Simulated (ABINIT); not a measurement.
# Br (Cmce) in ABINIT: band structure with TB-mBJ

Aim: the band structure of Br with TB-mBJ.

All numbers are computed with ABINIT 10.8.3 (patched build); they aren't measurements. Logs are shortened: lines on timing, memory, paths and dates and some standing lists are left out, and cuts for length are marked. The log counts tension as positive stress, the text compression.

**1. The crystal as given**

Symmetry: Cmce, No. 64, orthorhombic system. The conventional cell has a = 6.726 Å, b = 4.645 Å, c = 8.702 Å, α = 90.00°, β = 90.00°, γ = 90.00°. Br (site symmetry m) is surrounded by 1 Br at 2.29 Å.

**2. Band structure, TB-mBJ**

File run.abi:

```
ndtset 2

pp_dirpath "./"
pseudos "Br.LDA_PW-JTH.xml"

acell 3*1.0
rprim
     6.3556213886    -4.3889834107     0.0000000000
     6.3556213886     4.3889834107     0.0000000000
     0.0000000000     0.0000000000    16.4449636543
ntypat 1
znucl 35
natom 4
typat 1 1 1 1
xcart
     6.3556213886     1.1841477242     6.4151803216
     6.3556213886     3.2048356865    14.6376621487
     6.3556213886    -1.1841477242    10.0297833328
     6.3556213886    -3.2048356865     1.8073015056
chkprim 0
chksymtnons 0
tolsym 1.0e-6

ecut 18.0
pawecutdg 36.0

ixc -208012
usekden 1
pawxcdev 0

occopt 3
tsmear 0.00183747

nstep 100
diemix 0.3
optforces 0
optstress 0

iomode 3
prtwf 0
prteig 0
prtebands 0
prtden1 1
prtkden1 1

kptopt1 1
ngkpt1 7 7 3
nshiftk1 1
shiftk1 0.0 0.0 0.0
nband1 18
tolvrs1 1.0e-7

iscf2 -2
getden2 1
getkden2 1
nband2 24
nbdbuf2 4
tolwfr2 1.0e-11
kptopt2 -11
ndivsm2 5
prteig2 1
prtvol2 -3
kptbounds2
     0.0000000000     0.0000000000     0.0000000000
     0.3692207505    -0.3692207505     0.0000000000
     0.0000000000    -0.5000000000     0.0000000000
     0.0000000000    -0.5000000000    -0.5000000000
     0.3692207505    -0.3692207505    -0.5000000000
     0.0000000000     0.0000000000    -0.5000000000
     0.0000000000     0.0000000000     0.0000000000
    -0.5000000000    -0.5000000000     0.0000000000
    -0.3692207505    -0.6307792495     0.0000000000
    -0.3692207505    -0.6307792495    -0.5000000000
    -0.5000000000    -0.5000000000    -0.5000000000
    -0.5000000000    -0.5000000000     0.0000000000
```

Potentials or basis: JTH PAW LDA v2.0.

On the command line:

```sh
mpirun --bind-to none -np 4 abinit run.abi > log 2>&1
```

run.abo:

```text
.Version 10.8.3 of ABINIT
 DATASET    1 : space group Cm c a (# 64); Bravais oC (1-face-center ortho.)
================================================================================
 Values of the parameters that define the memory need for DATASET  1.
     intxc =       0    ionmov =       0      iscf =       7    lmnmax =       8
     lnmax =       4     mgfft =      64  mpssoang =       2    mqgrid =    4442
     natom =       4  nloc_mem =       2    nspden =       1   nspinor =       1
    nsppol =       1      nsym =       8    n1xccc =       1    ntypat =       1
    occopt =       3   xclevel =       2
       mpw =        3374          nfft =       57600          nkpt =          32
Pmy_natom=         1
 PAW method is used; the additional fine FFT grid is defined by:
   mgfftf=        90    nfftf =    182250
================================================================================
================================================================================

 DATASET    2 : space group Cm c a (# 64); Bravais oC (1-face-center ortho.)
================================================================================
 Values of the parameters that define the memory need for DATASET  2.
     intxc =       0    ionmov =       0      iscf =      -2    lmnmax =       8
     lnmax =       4     mgfft =      64  mpssoang =       2    mqgrid =    4442
     natom =       4  nloc_mem =       2    nspden =       1   nspinor =       1
    nsppol =       1      nsym =       8    n1xccc =       1    ntypat =       1
    occopt =       3   xclevel =       2
       mpw =        3392          nfft =       57600          nkpt =          88
Pmy_natom=         1
 PAW method is used; the additional fine FFT grid is defined by:
   mgfftf=        90    nfftf =    182250
================================================================================
================================================================================

--------------------------------------------------------------------------------
------------- Echo of variables that govern the present computation ------------
--------------------------------------------------------------------------------
 -outvars: echo values of preprocessed input variables --------
            acell      1.0000000000E+00  1.0000000000E+00  1.0000000000E+00 Bohr
              amu      7.99040000E+01
          chkprim           0
      chksymtnons           0
           diemix      3.00000000E-01
             ecut      1.80000000E+01 Hartree
           getden1          0
           getden2          1
          getkden1          0
          getkden2          1
             iscf1          7
             iscf2         -2
              ixc     -208012
           jdtset        1    2
           kptopt1          1
           kptopt2        -11
         kptrlatt        7    0    0      0    7    0      0    0    3
          kptrlen1     4.93348910E+01
          kptrlen2     3.00000000E+01
            natom           4
            nband1         18
            nband2         24
           nbdbuf1          0
           nbdbuf2          4
           ndtset           2
           ndivsm1          0
           ndivsm2          5
            ngfft          30      30      64
          ngfftdg          45      45      90
             nkpt1         32
             nkpt2         88
            nstep         100
             nsym           8
           ntypat           1
           occopt           3
        optforces           0
        optstress           0
        pawecutdg      3.60000000E+01 Hartree
         pawxcdev           0
        prtebands           0
           prteig1          0
           prteig2          1
          prtkden           1
           prtvol1          0
           prtvol2         -3
            prtwf           0
            rprim      6.3556213886E+00 -4.3889834107E+00  0.0000000000E+00
                       6.3556213886E+00  4.3889834107E+00  0.0000000000E+00
                       0.0000000000E+00  0.0000000000E+00  1.6444963654E+01
           shiftk1     0.00000000E+00  0.00000000E+00  0.00000000E+00
           shiftk2     5.00000000E-01  5.00000000E-01  5.00000000E-01
[... 970 lines left out ...]
  3.29E-12  9.86E-12  3.70E-12  9.78E-12  3.66E-09  2.30E-07  7.48E-08  1.64E-05
 -6.2919E-01 -6.2085E-01 -5.2552E-01 -5.0860E-01 -2.1824E-01 -1.9806E-01
 -1.7513E-01 -1.5353E-01 -1.4702E-01 -1.3709E-01 -9.5602E-02 -9.2626E-02
 -6.8793E-02 -5.8171E-02  4.1582E-02  5.4378E-02  2.6771E-01  2.7704E-01
  2.9110E-01  3.0097E-01  3.7398E-01  4.0035E-01  4.0543E-01  4.3051E-01

Result for kinetic energy density :

--------------------------------------------------------------------------------
 Total kinetic energy density [Ha/Bohr^3]
)     Maximum=    3.8928E-01  at reduced coord.    0.3778    0.6222    0.4000
)     Minimum=    6.2352E-04  at reduced coord.    0.2444    0.4889    0.1222
   Integrated=    1.9240E+01
--------------------------------------------------------------------------------

--- !ResultsGS
iteration_state: {dtset: 2, }
comment   : Summary of ground state results
lattice_vectors:
- [  6.3556214,  -4.3889834,   0.0000000, ]
- [  6.3556214,   4.3889834,   0.0000000, ]
- [  0.0000000,   0.0000000,  16.4449637, ]
lattice_lengths: [   7.72380,    7.72380,   16.44496, ]
lattice_angles: [ 90.000,  90.000,  69.255, ] # degrees, (23, 13, 12)
lattice_volume:   9.1745521E+02
convergence: {deltae:  0.000E+00, res2:  0.000E+00, residm:  9.993E-12, diffor:  0.000E+00, }
etotal    :  -4.14096835E+01
entropy   :   0.00000000E+00
fermie    :  -7.65712521E-03
cartesian_stress_tensor: null
pressure_GPa: null
xred      :
- [  3.6510E-01,   6.3490E-01,   3.9010E-01, Br]
- [  1.3490E-01,   8.6510E-01,   8.9010E-01, Br]
- [  6.3490E-01,   3.6510E-01,   6.0990E-01, Br]
- [  8.6510E-01,   1.3490E-01,   1.0990E-01, Br]
cartesian_forces: null
force_length_stats: {min: null, max: null, mean: null, }
...

 Integrated electronic density in atomic spheres:
 ------------------------------------------------
 Atom  Sphere_radius  Integrated_density
    1        2.20919          4.94957269
    2        2.20919          4.95103520
    3        2.20919          4.94957269
    4        2.20919          4.95103520

================================================================================

 ----iterations are completed or convergence reached----

 Mean square residual over all n,k,spin=   43.963E-13; max=  99.925E-13
 reduced coordinates (array xred) for    4 atoms
       0.365100000001      0.634899999999      0.390100000002
       0.134899999999      0.865100000001      0.890100000002
       0.634899999999      0.365100000001      0.609900000001
       0.865100000001      0.134899999999      0.109900000001

 cartesian coordinates (angstrom) at end:
    1      3.36324999769313     0.62662398956418     3.39476722770782
    2      3.36324999769313     1.69592600883394     7.74591722474779
    3      3.36324999769313    -0.62662398956418     5.30753276639858
    4      3.36324999769313    -1.69592600883394     0.95638276935861
 length scales=  1.000000000000  1.000000000000  1.000000000000 bohr
              =  0.529177210544  0.529177210544  0.529177210544 angstroms
 Eigenvalues (hartree) for nkpt=  88  k points:
 kpt#   1, nband= 24, wtk=  1.00000, kpt=  0.0000  0.0000  0.0000 (reduced coord)
  -0.63634   -0.62576   -0.53102   -0.50838   -0.22440   -0.19074   -0.13384   -0.13025
  -0.11883   -0.11707   -0.08609   -0.06748   -0.05983   -0.05969    0.04058    0.06458
   0.24656    0.25574    0.26982    0.32256    0.33368    0.34860    0.36498    0.37204
 kpt#   2, nband= 24, wtk=  1.00000, kpt=  0.0264 -0.0264  0.0000 (reduced coord)
  -0.63621   -0.62574   -0.53091   -0.50856   -0.22441   -0.19107   -0.13464   -0.13088
  -0.11903   -0.11751   -0.08526   -0.06704   -0.05998   -0.05984    0.04056    0.06443
   0.24779    0.25641    0.27215    0.32231    0.33322    0.34908    0.35984    0.37336
 kpt#   3, nband= 24, wtk=  1.00000, kpt=  0.0527 -0.0527  0.0000 (reduced coord)
  -0.63578   -0.62567   -0.53060   -0.50907   -0.22443   -0.19209   -0.13670   -0.13255
  -0.11963   -0.11882   -0.08310   -0.06602   -0.06080   -0.05990    0.04066    0.06406
   0.25139    0.25888    0.27851    0.32063    0.33324    0.35055    0.35207    0.37747
 kpt#   4, nband= 24, wtk=  1.00000, kpt=  0.0791 -0.0791  0.0000 (reduced coord)
  -0.63509   -0.62557   -0.53006   -0.50989   -0.22445   -0.19381   -0.13926   -0.13479
  -0.12096   -0.12063   -0.08035   -0.06506   -0.06213   -0.05996    0.04122    0.06361
   0.25704    0.26379    0.28790    0.31676    0.33560    0.34497    0.35299    0.38404
 kpt#   5, nband= 24, wtk=  1.00000, kpt=  0.1055 -0.1055  0.0000 (reduced coord)
[... 321 lines left out ...]
  -0.14228   -0.13489   -0.09103   -0.08649   -0.07593   -0.06501    0.04281    0.05040
   0.28123    0.29142    0.30869    0.31118    0.34827    0.36111    0.40896    0.42240
 kpt#  86, nband= 24, wtk=  1.00000, kpt= -0.5000 -0.5000 -0.2000 (reduced coord)
  -0.62848   -0.62175   -0.52385   -0.51019   -0.21684   -0.20081   -0.17362   -0.15654
  -0.14476   -0.13562   -0.09221   -0.09120   -0.07217   -0.06132    0.04204    0.05245
   0.27391    0.28428    0.29950    0.30561    0.35920    0.37983    0.41395    0.42080
 kpt#  87, nband= 24, wtk=  1.00000, kpt= -0.5000 -0.5000 -0.1000 (reduced coord)
  -0.62901   -0.62109   -0.52509   -0.50902   -0.21789   -0.19879   -0.17475   -0.15434
  -0.14643   -0.13663   -0.09443   -0.09257   -0.06967   -0.05898    0.04168    0.05387
   0.26928    0.27896    0.29329    0.30215    0.36908    0.39709    0.40496    0.42900
 kpt#  88, nband= 24, wtk=  1.00000, kpt= -0.5000 -0.5000  0.0000 (reduced coord)
  -0.62919   -0.62085   -0.52552   -0.50860   -0.21824   -0.19806   -0.17513   -0.15353
  -0.14702   -0.13709   -0.09560   -0.09263   -0.06879   -0.05817    0.04158    0.05438
   0.26771    0.27704    0.29110    0.30097    0.37398    0.40035    0.40543    0.43051

== END DATASET(S) ==============================================================
================================================================================

 -outvars: echo values of variables after computation  --------
            acell      1.0000000000E+00  1.0000000000E+00  1.0000000000E+00 Bohr
           etotal1    -4.1409683483E+01
            fcart1     9.9999999999E+99  9.9999999999E+99  9.9999999999E+99
                       9.9999999999E+99  9.9999999999E+99  9.9999999999E+99
                       9.9999999999E+99  9.9999999999E+99  9.9999999999E+99
                       9.9999999999E+99  9.9999999999E+99  9.9999999999E+99
            rprim      6.3556213886E+00 -4.3889834107E+00  0.0000000000E+00
                       6.3556213886E+00  4.3889834107E+00  0.0000000000E+00
                       0.0000000000E+00  0.0000000000E+00  1.6444963654E+01
           strten1     9.9999999999E+99  9.9999999999E+99  9.9999999999E+99
                       9.9999999999E+99  9.9999999999E+99  9.9999999999E+99
           xangst      3.3632499977E+00  6.2662398956E-01  3.3947672277E+00
                       3.3632499977E+00  1.6959260088E+00  7.7459172247E+00
                       3.3632499977E+00 -6.2662398956E-01  5.3075327664E+00
                       3.3632499977E+00 -1.6959260088E+00  9.5638276936E-01
             xred      3.6510000000E-01  6.3490000000E-01  3.9010000000E-01
                       1.3490000000E-01  8.6510000000E-01  8.9010000000E-01
                       6.3490000000E-01  3.6510000000E-01  6.0990000000E-01
                       8.6510000000E-01  1.3490000000E-01  1.0990000000E-01
 Calculation completed.
```

Wall time 2.6 min (4 MPI ranks of Intel Xeon 6975P-C (Granite Rapids), shared host); peak memory 0.72 GiB.

Results:

| Quantity | Value |
| --- | --- |
| Band gap on the k mesh | 2.69 eV, indirect (least direct gap 2.72 eV) |
| Band gap along the path | 2.67 eV, indirect (least direct gap 2.71 eV) |

Levels at the corners of the path, in eV from the valence-band top:
```
point  band 12  band 13  band 14  band 15  band 16  band 17
    Γ    -0.27    -0.06    -0.06     2.67     3.33     8.28
    X    -0.72    -0.23    -0.02     2.85     3.08     9.41
    S    -0.59    -0.19    -0.19     3.17     3.17     8.91
    R    -0.40     0.00     0.00     3.00     3.00     9.24
    A    -0.42    -0.39    -0.39     2.95     2.95    10.04
    Z    -0.66    -0.06    -0.06     2.94     2.94     8.71
    Γ    -0.27    -0.06    -0.06     2.67     3.33     8.28
    Y    -0.95    -0.30    -0.01     2.70     3.05     8.85
   X1    -0.72    -0.23    -0.02     2.85     3.08     9.41
   A1    -0.42    -0.39    -0.39     2.95     2.95    10.04
    T    -0.74    -0.48    -0.48     2.82     2.82     9.64
    Y    -0.95    -0.30    -0.01     2.70     3.05     8.85
```

Caveat: the constant c of TB-mBJ comes from the pseudo density here, which moves gaps by up to 0.3 eV between sets of potentials; the PAW data sets were made with another functional, which shifts forces and pressure a little; the atomic spheres overlap.
